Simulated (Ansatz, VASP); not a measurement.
# Two plane-wave programs on Ir

INCAR

```
SYSTEM = Ir
PREC     = Accurate       ! precision mode
ENCUT    = 520            ! plane-wave cutoff, eV
EDIFF    = 1E-8           ! SCF threshold, eV
ISMEAR   = -1             ! smearing method
SIGMA    = 0.05           ! smearing width, eV
LREAL    = .False.        ! projectors in reciprocal space
LASPH    = .True.         ! aspherical terms in the spheres
NELM     = 60             ! most SCF steps
ALGO     = Normal         ! electronic algorithm
ISIF     = 2              ! what is computed and relaxed
LWAVE    = .False.        ! write WAVECAR
LCHARG   = .False.        ! write CHGCAR
GGA      = PS             ! functional
LEFG     = .True.       
NBANDS   = 10             ! bands
```

Contents of KPOINTS:

```
regular mesh
0
Gamma
  18 18 18
  0 0 0
```

POSCAR

```
Ir
1.0
    0.0000000000      1.9449621075      1.9449621075
    1.9449621075      0.0000000000      1.9449621075
    1.9449621075      1.9449621075      0.0000000000
Ir
1
Direct
    0.0000000000      0.0000000000      0.0000000000
```

Input for Ansatz:

```yaml
crystal:
  lattice:
    - [0.0, 1.9449621075, 1.9449621075]
    - [1.9449621075, 0.0, 1.9449621075]
    - [1.9449621075, 1.9449621075, 0.0]
  atoms:
    - { symbol: Ir, position: [0.0, 0.0, 0.0] }
kpoints:
  mp_grid: { grid: [18, 18, 18] }
scf:
  occupations: { method: fermi_dirac, width: 0.05 }
hamiltonian:
  xc: pbesol
  pseudopotentials: { kind: paw }
output:
  forces: true
  stress: true
  eigenvalues: true
  efg: { contact_densities: true }
  write_density: true
  write_potential: true
  elf: true
  volumetric_format: npy
```

Change from the starting cell: volume scaled by 1.04, PAW files.

Alike in both runs: task electric field gradients; functional PBEsol; k mesh 18 × 18 × 18; occupations fermi-dirac, width 0.05 eV; no spin polarisation.

|  | VASP | Ansatz |
| --- | --- | --- |
| version | VASP 6.6.1 | Ansatz 0.2.0 |
| potentials or method | VASP PAW PBE potentials, release 64 (Ir) | PAW with Ansatz's default frozen-core files, scalar-relativistic |
| plane-wave cutoff (eV) | 520 | 420 |
| valence electrons in the cell | 9 | 17 |

|  | VASP | Ansatz | Ansatz less VASP |
| --- | --- | --- | --- |
| pressure (GPa) | -15.2 | -15.9 | -0.69 |
| Vzz of the field gradient on the site that differs most (V/Å²) | 0.0 | 0.0 | 0.00 |

With one functional, cell and mesh, what is left measures potentials, basis and numerics. The two sets of potentials don't hold the same shells in valence. Ansatz warned: «gradients_without_spin_orbit».

Caveats: so large a pressure means that the cell lies far from this level's equilibrium, or that cutoff or potentials fall short (VASP); the potentials were made for another functional, which shifts forces and pressure (VASP). Spin-orbit coupling is left out, which matters for the levels of Ir.
